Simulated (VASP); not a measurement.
# Re in VASP: reference runs

Reference runs on Re: the cell as given.

Program: VASP 6.6.1. These are calculated values, not measurements. Logs are shortened: lines on timing, memory, paths and dates and some standing lists are left out, and cuts for length are marked.

## (1) The undisturbed slab

The cell holds a slab with vacuum, 5 atoms: a = 2.793 Å, b = 2.793 Å, c = 24.122 Å, α = 90.00°, β = 90.00°, γ = 120.00°.

The slab is cut from a database's or a generator's crystal, which needn't be the stable form of the element.

## (2) Single point, PBE (the (1 1 1) slab of Re, cut from the database cell, not relaxed)

INCAR

```
PREC = Accurate
ENCUT = 520
EDIFF = 1E-7
ISMEAR = -1
SIGMA = 0.05
LREAL = False
LASPH = True
NELM = 60
ALGO = Normal
ISIF = 2
LWAVE = False
LCHARG = False
LDIPOL = True
IDIPOL = 3
DIPOL = 0.5 0.5 0.500
GGA = PE
NBANDS = 26
```

KPOINTS

```
regular mesh
0
Gamma
  11 11 1
```

POSCAR

```
Re
1.0
    2.7930717857      0.0000000000      0.0000000000
   -1.3965358928      2.4188711210      0.0000000000
    0.0000000000      0.0000000000     24.1221342532
Re
5
Direct
    0.6666666667      0.3333333333      0.3109177621
    0.3333333333      0.6666666667      0.4054588811
    0.0000000000      0.0000000000      0.5000000000
    0.6666666667      0.3333333333      0.5945411189
    0.3333333333      0.6666666667      0.6890822379
```

Potentials or basis: VASP PAW PBE potentials, release 64 (Re).

Run with:

```bash
$ cat potpaw_PBE.64/Re/POTCAR > POTCAR
$ mpirun -np 1 vasp_std > vasp.out
```

OUTCAR:

```text
PREC = Accurate
   ENCUT = 520
   EDIFF = 1E-7
   ISMEAR = -1
   LREAL = False
   LASPH = True
   NELM = 60
   ISIF = 2
   GGA = PE

 ion  position               nearest neighbor table
   1  0.667  0.333  0.311-   2 2.79   2 2.79   2 2.79
   2  0.333  0.667  0.405-   3 2.79   3 2.79   3 2.79   1 2.79   1 2.79   1 2.79
   3  0.000  0.000  0.500-   2 2.79   4 2.79   2 2.79   4 2.79   4 2.79   2 2.79
   4  0.667  0.333  0.595-   3 2.79   3 2.79   3 2.79   5 2.79   5 2.79   5 2.79
   5  0.333  0.667  0.689-   4 2.79   4 2.79   4 2.79

  LATTYP: Found a hexagonal cell.
 ALAT       =     2.7930717857
 C/A-ratio  =     8.6364175732

  Lattice vectors:

 A1 = (   2.7930717857,   0.0000000000,   0.0000000000)
 A2 = (  -1.3965358928,   2.4188711210,   0.0000000000)
 A3 = (   0.0000000000,   0.0000000000,  24.1221342532)

Analysis of symmetry for initial positions (statically):
=====================================================================
 Subroutine PRICEL returns:
 Original cell was already a primitive cell.

 Routine SETGRP: Setting up the symmetry group for a
 hexagonal supercell.

 Subroutine GETGRP returns: Found 12 space group operations
 (whereof 12 operations were pure point group operations)
 out of a pool of 24 trial point group operations.

The static configuration has the point symmetry D_3d.

Analysis of symmetry for dynamics (positions and initial velocities):
=====================================================================
 Subroutine PRICEL returns:
 Original cell was already a primitive cell.

 Routine SETGRP: Setting up the symmetry group for a
 hexagonal supercell.

 Subroutine GETGRP returns: Found 12 space group operations
 (whereof 12 operations were pure point group operations)
 out of a pool of 24 trial point group operations.

The dynamic configuration has the point symmetry D_3d.

 Subroutine INISYM returns: Found 12 space group operations
 (whereof 12 operations are pure point group operations),
 and found     1 'primitive' translations

----------------------------------------------------------------------------------------

                                     Primitive cell

  volume of cell :     162.9711

  direct lattice vectors                    reciprocal lattice vectors
     2.793071786  0.000000000  0.000000000     0.358028750  0.206707995  0.000000000
    -1.396535893  2.418871121  0.000000000     0.000000000  0.413415990  0.000000000
     0.000000000  0.000000000 24.122134253     0.000000000  0.000000000  0.041455702

  length of vectors
     2.793071786  2.793071786 24.122134253     0.413415990  0.413415990  0.041455702

  position of ions in fractional coordinates (direct lattice)
     0.666666667  0.333333333  0.310917762
     0.333333333  0.666666667  0.405458881
     0.000000000  0.000000000  0.500000000
     0.666666667  0.333333333  0.594541119
     0.333333333  0.666666667  0.689082238

  ion indices of the primitive-cell ions
   primitive index   ion index
                 1           1
                 2           2
                 3           3
                 4           4
                 5           5

----------------------------------------------------------------------------------------

 KPOINTS: regular mesh

Automatic generation of k-mesh.
 Grid dimensions read from file:
 generate k-points for:   11   11    1

 Generating k-lattice:

  Cartesian coordinates                     Fractional coordinates (reciprocal lattice)
     0.032548068  0.018791636  0.000000000     0.090909091  0.000000000  0.000000000
     0.000000000  0.037583272  0.000000000     0.000000000  0.090909091  0.000000000
     0.000000000  0.000000000  0.041455702     0.000000000  0.000000000  1.000000000

  Length of vectors
     0.037583272  0.037583272  0.041455702

  Shift w.r.t. Gamma in fractional coordinates (k-lattice)
     0.000000000  0.000000000  0.000000000

 Subroutine IBZKPT returns following result:
 ===========================================

 Found     16 irreducible k-points:

 Following reciprocal coordinates:
            Coordinates               Weight
  0.000000  0.000000  0.000000      1.000000
  0.090909  0.000000  0.000000      6.000000
  0.181818 -0.000000  0.000000      6.000000
  0.272727 -0.000000  0.000000      6.000000
  0.363636  0.000000  0.000000      6.000000
  0.454545 -0.000000  0.000000      6.000000
[... 8 lines left out ...]
  0.272727  0.272727  0.000000      6.000000
  0.363636  0.272727  0.000000      6.000000
   k-points           NKPTS =     16   k-points in BZ     NKDIM =     16   number of bands    NBANDS=     26
   number of dos      NEDOS =    301   number of ions     NIONS =      5
   total plane-waves  NPLWV = 103680
   dimension x,y,z NGX =    24 NGY =   24 NGZ =  180
   dimension x,y,z NGXF=    48 NGYF=   48 NGZF=  360
   ions per type =               5
   NGX,Y,Z   is equivalent  to a cutoff of  14.28, 14.28, 12.41 a.u.
   NGXF,Y,Z  is equivalent  to a cutoff of  28.57, 28.57, 24.81 a.u.
 SYSTEM =  unknown system
   PREC   = accura    normal or accurate (medium, high low for compatibility)
   ISTART =      0    job   : 0-new  1-cont  2-samecut
   ICHARG =      2    charge: 1-file 2-atom 10-const
   ISPIN  =      1    spin polarized calculation?
   LNONCOLLINEAR =      F non collinear calculations
   LSORBIT =      F    spin-orbit coupling
   LASPH  =      T    aspherical Exc in radial PAW
   ENCUT  =  520.0 eV  38.22 Ry    6.18 a.u.   5.19  5.19 44.85*2*pi/ulx,y,z
   NELM   =     60;   NELMIN=  2; NELMDL= -5     # of ELM steps
   EDIFF  = 0.1E-06   stopping-criterion for ELM
   LREAL  =      F    real-space projection
   EDIFFG = 0.1E-05   stopping-criterion for IOM
   NSW    =      0    number of steps for IOM
   IBRION =     -1    ionic relax: 0-MD 1-quasi-New 2-CG
   NFREE  =      0    steps in history (QN), initial steepest desc. (CG)
   ISIF   =      2    stress and relaxation
   ISYM   =      2    0-nonsym 1-usesym 2-fastsym
   POTIM  = 0.5000    time-step for ionic-motion
   TEBEG  =    0.0;   TEEND  =   0.0 temperature during run
   PSTRESS=    0.0 pullay stress
   NELECT =      35.0000    total number of electrons
   NUPDOWN=      -1.0000    fix difference up-down
   EMIN   =  10.00;   EMAX   =-10.00  energy-range for DOS
   EFERMI =   0.00;   METHOD = LEGACY
   ISMEAR =    -1;   SIGMA  =   0.05  broadening in eV -4-tet -1-fermi 0-gaus
   EFERMI_NEDOS =   21; number of points for ismear=-14 and -15
   IALGO  =     38    algorithm
   IMIX   =      4    mixing-type and parameters
     AMIX     =   0.40;   BMIX     =  1.00
     AMIX_MAG =   1.60;   BMIX_MAG =  1.00
  volume/ion in A,a.u.               =      32.59       219.96
  Fermi-wavevector in a.u.,A,eV,Ry     =   0.980379  1.852648 13.077144  0.961143
  Thomas-Fermi vector in A             =   2.111305
   LORBIT       =      0    0 simple, 1 ext, 2 COOP (PROOUT), +10 PAW based schemes
   GGA     = PE    functional components
   LHFCALC =     F    Hartree Fock is set to
   AEXX    =    0.0000 exact exchange contribution
   IVDW    =     0    specifies the selected vdW correction
   LEPSILON=     F    determine dielectric tensor
   LRPA    =     F    only Hartree local field effects (RPA)
 non-spin polarized calculation
  energy-cutoff  :      520.00
  volume of cell :      162.97
 maximum number of plane-waves:      4419
 NGX is ok and might be reduce to    24
   NGX = 11   NGY = 11   NGZ = 89

 dipolmoment           0.000000      0.000000     -0.000000 electrons x Angstroem

 number of electron      34.9999997 magnetization

 dipolmoment           0.000000      0.000000      0.000000 electrons x Angstroem

 Free energy of the ion-electron system (eV)
  ---------------------------------------------------
  ext. energy  EPLUGINS =         0.00000000
  ---------------------------------------------------
  free energy    TOTEN  =       -59.41572961 eV

  energy without entropy =      -59.38777289  energy(sigma->0) =      -59.40175125

 E-fermi :   0.8549     XC(G=0):  -7.2404

 val. band max:        0.8081601090   @ k =   0.1818   0.0909   0.0000
 cond. band min:       0.8808561132   @ k =   0.1818  -0.0000   0.0000
 fundamental gap:      0.0726960041
 Fermi energy:         0.8549479332

 k-point     1 :       0.0000    0.0000    0.0000
  band No.  band energies     occupation
      1      -8.5904      2.00000
      2      -7.5774      2.00000
      3      -6.3696      2.00000
      4      -5.6395      2.00000
      5      -5.5987      2.00000
      6      -1.5391      2.00000
[... 18 lines left out ...]
     25       1.9730      0.00000
     26       2.4321      0.00000

 k-point     2 :       0.0909    0.0000    0.0000
  band No.  band energies     occupation
      1      -8.2743      2.00000
      2      -7.2719      2.00000
      3      -6.0578      2.00000
      4      -5.3114      2.00000
      5      -5.2760      2.00000
      6      -1.8466      2.00000
[... 18 lines left out ...]
     25       2.0724      0.00000
     26       2.5928      0.00000

 k-point     3 :       0.1818   -0.0000    0.0000
  band No.  band energies     occupation
      1      -7.4096      2.00000
      2      -6.4696      2.00000
      3      -5.2875      2.00000
      4      -4.5363      2.00000
      5      -4.4195      2.00000
      6      -2.5871      2.00000
[... 340 lines left out ...]
 k-point    15 :       0.2727    0.2727    0.0000
  band No.  band energies     occupation
      1      -4.0958      2.00000
      2      -4.0913      2.00000
      3      -3.7036      2.00000
      4      -3.6097      2.00000
      5      -3.0269      2.00000
      6      -2.9070      2.00000
[... 18 lines left out ...]
     25       4.5852      0.00000
     26       6.6864      0.00000

 k-point    16 :       0.3636    0.2727    0.0000
  band No.  band energies     occupation
      1      -4.0647      2.00000
      2      -3.7947      2.00000
      3      -3.4746      2.00000
      4      -3.3606      2.00000
      5      -3.1757      2.00000
      6      -2.9922      2.00000
[... 18 lines left out ...]
     25       4.0700      0.00000
     26       7.4732      0.00000

------------------------ aborting loop because EDIFF is reached ----------------------------------------

 vacuum level on the upper side and lower side of the slab       (xc-potential included)        -0.133        -0.133

  FORCE on cell =-STRESS in cart. coord.  units (eV):
  Direction    XX          YY          ZZ          XY          YZ          ZX
  --------------------------------------------------------------------------------------
  -------------------------------------------------------------------------------------
  Total       -9.9192722     -9.9192722     -7.9395463     -0.0000000      0.0000000     -0.0000000
  in kB      -97.5168882    -97.5168882    -78.0540981     -0.0000000      0.0000000     -0.0000000
  external PRESSURE =     -91.0292915 kB  Pullay stress =       0.0000000 kB

 VOLUME and BASIS-vectors are now :
 -----------------------------------------------------------------------------
  energy-cutoff  :      520.00
  volume of cell :      162.97
      direct lattice vectors                 reciprocal lattice vectors
     2.793071786  0.000000000  0.000000000     0.358028750  0.206707995  0.000000000
    -1.396535893  2.418871121  0.000000000     0.000000000  0.413415990  0.000000000
     0.000000000  0.000000000 24.122134253     0.000000000  0.000000000  0.041455702

 POSITION                                       TOTAL-FORCE (eV/Angst)
 -----------------------------------------------------------------------------------
      1.39654      0.80629      7.50000        -0.000000      0.000000      1.511870
     -0.00000      1.61258      9.78053        -0.000000      0.000000     -1.298740
      0.00000      0.00000     12.06107        -0.000000      0.000000      0.000000
      1.39654      0.80629     14.34160         0.000000     -0.000000      1.298740
     -0.00000      1.61258     16.62213        -0.000000     -0.000000     -1.511870
 -----------------------------------------------------------------------------------
    total drift:                                0.000000     -0.000000     -0.000000

  FREE ENERGIE OF THE ION-ELECTRON SYSTEM (eV)
  ---------------------------------------------------
  free  energy   TOTEN  =       -59.4157296079 eV

  energy  without entropy=      -59.3877728850  energy(sigma->0) =      -59.40175125

 vacuum level on the upper side and lower side of the slab         6.017         6.017
```

Run time: 2.1 min. Hardware: 1 thread of Intel Xeon Platinum 8488C (Sapphire Rapids), shared host; peak memory 0.31 GiB.

What came out:

- Free energy: -59.4157 eV
- Largest force: 1.512 eV/Å
- Band gap on the k mesh: none (metal or under the smearing width)

Forces on the atoms (eV/Å):
```
Re   0.000  0.000  1.512
Re   0.000  0.000 -1.299
Re   0.000  0.000  0.000
Re   0.000  0.000  1.299
Re   0.000  0.000 -1.512
```

Spin-orbit coupling is left out, which matters for the levels of Re.
